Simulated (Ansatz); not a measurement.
Crystal: MoS2.

```
CELL_PARAMETERS angstrom
1.58000 0.91221 6.15000
-1.58000 0.91221 6.15000
0.00000 -1.82443 6.15000
ATOMIC_POSITIONS crystal
Mo 0.00000 0.00000 0.00000
S 0.41700 0.41700 0.41700
S 0.25000 0.25000 0.25000
```

Measurements of this composition are mostly on another form, of space group No. 194.

Base run:

```yaml
Program: Ansatz 0.2.0
Functional: PBEsol
Potentials_or_basis: all-electron LAPW, inner shells corrected to Dirac's equation
Cutoff: 246 eV
Density_cutoff: 983 eV
Basis_error_allowed: 0.002 eV/atom
k_mesh: 10 × 10 × 10
Occupations: fermi-dirac, width 0.05 eV
Spin: no spin polarisation
```

Its results: band gap on the k mesh 0.91 eV, indirect (least direct gap 1.96 eV); pressure 0.4 GPa; largest force 0.261 eV/Å.

The run is repeated on the same cell with these changes: potentials or basis from all-electron LAPW, inner shells corrected to Dirac's equation to all-electron LAPW, non-relativistic. What comes out?

Band gap on the k mesh 0.88 eV, indirect (least direct gap 1.95 eV); pressure 1.7 GPa; largest force 0.399 eV/Å.

Caveats: relativity is left out, which matters for the heavier elements (some runs).

A k mesh can miss the band edges.

Not every run made on this cell is shown here.
